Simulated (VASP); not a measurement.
VASP inputs for MgH2 (fluorite)

INCAR

```
NELM = 120
PREC = Accurate
EDIFF = 1E-7
LWAVE = .FALSE.
IBRION = -1
LASPH = .TRUE.
NSW = 0
ISMEAR = -1
METAGGA = R2SCAN
NBANDS = 9
SIGMA = 0.02
LREAL = .FALSE.
ENCUT = 520
ISIF = 2
ALGO = Normal
LCHARG = .FALSE.
```

KPOINTS

```
KPOINTS created by Atomic Simulation Environment
0
Gamma
10 10 10
0 0 0
```

KPOINTS_OPT

```
special points
6
Reciprocal
0.0000000000 0.0000000000 0.0000000000 1
0.5000000000 0.0000000000 0.5000000000 1
0.5000000000 0.2500000000 0.7500000000 1
0.3750000000 0.3750000000 0.7500000000 1
0.5000000000 0.5000000000 0.5000000000 1
0.6250000000 0.2500000000 0.6250000000 1
```

POSCAR

```
Mg H
 1.0000000000000000
    -0.0000000000000000    2.3649613291016132    2.3649613291016132
     2.3649613291016132   -0.0000000000000000    2.3649613291016132
     2.3649613291016132    2.3649613291016132   -0.0000000000000000
 Mg  H
   1   2
Cartesian
 -0.0000000000000000  0.0000000000000000  0.0000000000000000
  1.1824806645508066  1.1824806645508066  1.1824806645508066
  3.5474419936524195  3.5474419936524200  3.5474419936524200
```

VASP ran with the recommended PBE PAW datasets (4 valence electrons in the cell).

Estimate the main results of this run.

gap between bands v and c -0.93 eV (bands overlap: a metal); least direct gap 2.57 eV; pressure -0.8 GPa.

Band v is the last that the valence electrons fill when counted band by band, and c is the next. Levels in eV from the top of v:

```csv
point,v−1,v,c,c+1
Γ,-11.35,0.00,8.95,8.95
X,-7.00,-3.50,-0.93,4.28
W,-5.68,-5.68,0.41,1.14
K,-6.32,-5.24,-0.09,3.97
L,-6.90,-6.84,6.46,7.28
```
